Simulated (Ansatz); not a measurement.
## A strain series on KF (CsCl type): uniaxial along [111], other directions held

KF in the CsCl-type structure, relaxed with r2SCAN in the plane-wave code Ansatz, then strained (uniaxial along [111], other directions held; changes of length per length, axes as in the cell below) with the atoms relaxed again within the symmetry that is left. It is cubic, Pm-3m (No. 221); conventional cell a = 3.179 Å, 16.06 Å³ an atom. K has 8 F at 2.75 Å; F has 8 K at 2.75 Å. All values are calculated for a non-magnetic cell, which may be hypothetical.

```
CELL_PARAMETERS angstrom
3.17887 0.00000 0.00000
0.00000 3.17887 0.00000
0.00000 0.00000 3.17887
ATOMIC_POSITIONS crystal
K 0.00000 0.00000 0.00000
F 0.50000 0.50000 0.50000
```

Gaps are the least over each mesh (PBE 8×8×8, r2SCAN 8×8×8, HSE06 6×6×6 when unstrained) and the special points, which keep their unstrained names; stress is the change from the unstrained cell, compression positive.

```tsv
strain (%)	gap, PBE (eV)	gap, r2SCAN (eV)	gap, HSE06 (eV)	edges, HSE06	stress along the strain, r2SCAN (GPa)	energy rise, r2SCAN (meV/atom)
0.0	6.816	7.724	8.918	M → Γ	0.00	0.0
+0.75	6.758	7.664	8.857	M → Γ	-0.42	0.1
+1.39	6.710	7.613	8.805	M → Γ	-0.74	0.5
+2.62	6.620	7.516	8.707	M → Γ	-1.27	1.7
```

The meshes of the hybrids are coarse, so their gaps aren't converged to the digits shown.
